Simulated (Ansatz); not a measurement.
Na2S under changes of volume

One of the cells (23.385 Å³/atom); the others are scaled copies at fixed shape and fractional positions:

```
CELL_PARAMETERS angstrom
0.00000 3.27350 3.27350
3.27350 0.00000 3.27350
3.27350 3.27350 0.00000
ATOMIC_POSITIONS crystal
S 0.00000 0.00000 0.00000
Na 0.75000 0.75000 0.75000
Na 0.25000 0.25000 0.25000
```

```yaml
Program: Ansatz 0.2.0
Functional: PBE
Potentials_or_basis: all-electron LAPW, scalar-relativistic
Cutoff: 157 eV (chosen from the basis error)
Basis_error_allowed: 0.001 eV/atom
k_mesh: 7 × 7 × 7
Occupations: fermi-dirac, width 0.05 eV
Spin: no spin polarisation
```

```csv
volume (Å³/atom),energy over the lowest point (meV/atom),pressure (GPa),gap on the mesh (eV)
21.982,11.15,2.4,2.69
22.450,?,?,?
22.918,1.76,0.9,2.55
23.385,0.03,0.3,2.48
23.853,0.00,-0.3,2.41
24.321,1.51,-0.8,2.35
24.789,4.42,-1.2,2.29
```

Question: What does the run at 22.450 Å³/atom give?

Answer: Energy over the lowest point 5.40 meV/atom; pressure 1.6 GPa; gap on the mesh 2.62 eV.

Worked out: A Birch-Murnaghan fit of order 3 (a polynomial in V^(-2/3)) to the other rows has its minimum at 23.63 Å³/atom with B0 = V·E''(V) = 28 GPa and B' = 4.3. It gives 5.40 meV/atom at 22.450 Å³/atom, against the run's 5.40, and -dE/dV = 1.6 GPa, against 1.6. A straight line through the other rows of the gap, of slope -3.35 eV per unit of ln V (its deformation potential), gives 2.62 eV, against the run's 2.62.

Energies are extrapolated to zero smearing.
